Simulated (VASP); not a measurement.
Runs of VASP 6.6.1 on P. The structure is monoclinic, space group P2/m (No. 10). Conventional cell: a = 2.425 Å, b = 2.439 Å, c = 4.852 Å, α = 90.00°, β = 90.24°, γ = 90.00°. Around P (site symmetry m) lie 6 P at 2.42 to 2.44 Å. This isn't the form of P at room conditions, which is orthorhombic.

```tsv
potentials or basis	cell	k mesh	cutoff (eV)	smearing	mesh quality	gap on the mesh (eV)	pressure (GPa)	largest force (eV/Å)
VASP PAW PBE potentials, release 64 (P_GW)	as given	5 × 5 × 3	500	gaussian 0.02 eV	coarse	none	-0.1	0.01
VASP PAW PBE potentials, release 64 (P_GW)	as given	5 × 5 × 3	450	gaussian 0.02 eV	coarse	none	-0.1	0.01
VASP PAW PBE potentials, release 64 (P)	as given	23 × 23 × 12	900	gaussian 0.1 eV	not flagged	none	1.9	0.01
VASP PAW PBE potentials, release 64 (P_GW)	as given	4 × 4 × 2	500	gaussian 0.02 eV	coarse	none	(a)	0.21
VASP PAW PBE potentials, release 64 (P)	atoms moved at random, drawn with an rms of 0.05 Å	11 × 11 × 6	520	fermi-dirac 0.05 eV	not flagged	none	2.2	0.11
```

Alike in all rows: task single point; level PBE; no spin polarisation.

Question: Estimate the missing entries.

Answer: (a) 2.9.

Caveats: some runs use coarse meshes.

A gap of «none» marks a metal or a gap under the smearing width.
